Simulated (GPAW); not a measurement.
Here is a GPAW 26.7.0 calculation.

run.py

```python
from ase.dft.bandgap import bandgap
from ase.io import read, write
from ase.units import GPa
from gpaw import GPAW, PW, setup_paths

setup_paths.insert(0, '.')

atoms = read('NiO.xyz')
atoms.set_initial_magnetic_moments([1.0, 0.0])

calc = GPAW(mode=PW(800),
            xc='PBEsol',
            kpts={'size': (11, 11, 11), 'gamma': True},
            occupations={'name': 'methfessel-paxton', 'order': 0, 'width': 0.05},
            nbands=22,
            convergence={'density': 1e-05, 'energy': 1e-05},
            maxiter=150,
            txt='gpaw.txt')
atoms.calc = calc
energy = atoms.get_potential_energy()
forces = atoms.get_forces()
stress = atoms.get_stress()
calc.write('gs.gpw')
write('result.traj', atoms)
print(f'Energy: {energy:.6f} eV')
print('Forces (eV/A):')
print(forces.round(4))
print('Stress (GPa):', (stress / GPa).round(3))
print('Moments:', calc.get_magnetic_moments().round(3))
print('Fermi level:', round(calc.get_fermi_level(), 4), 'eV')
print(f'Gap: {bandgap(calc)[0]:.4f} eV, direct: {bandgap(calc, direct=True)[0]:.4f} eV')
```

The input NiO.xyz:

```xyz
2
Lattice="0.0000000000 2.0859016414 2.0859016414 2.0859016414 0.0000000000 2.0859016414 2.0859016414 2.0859016414 0.0000000000" Properties=species:S:1:pos:R:3 pbc="T T T"
Ni     0.0000000000      0.0000000000      0.0000000000
O      2.0859016414      2.0859016414      2.0859016414
```

Potentials or basis: PAW data sets generated in the run's folder for this functional, pw.

Command:

```console
$ gpaw-setup -f PBEsol Ni O
$ OMP_NUM_THREADS=1 python run.py
```

Question: Estimate the site moments.

Answer: Ni +0.55; O +0.06 μB.

Question: What does it give for the band gap on the k mesh?

Answer: None (metal or under the smearing width).

Caveat: the stock nickel data set gives pressures a few GPa off other programs; a cell with one magnetic atom can't hold antiferromagnetic order, which such compounds often take; semilocal functionals often make such compounds metallic where correlation or magnetic order opens a gap, which also shifts bond lengths.

The gap isn't set beside the measured one, since this odd mesh misses points on the zone boundary.
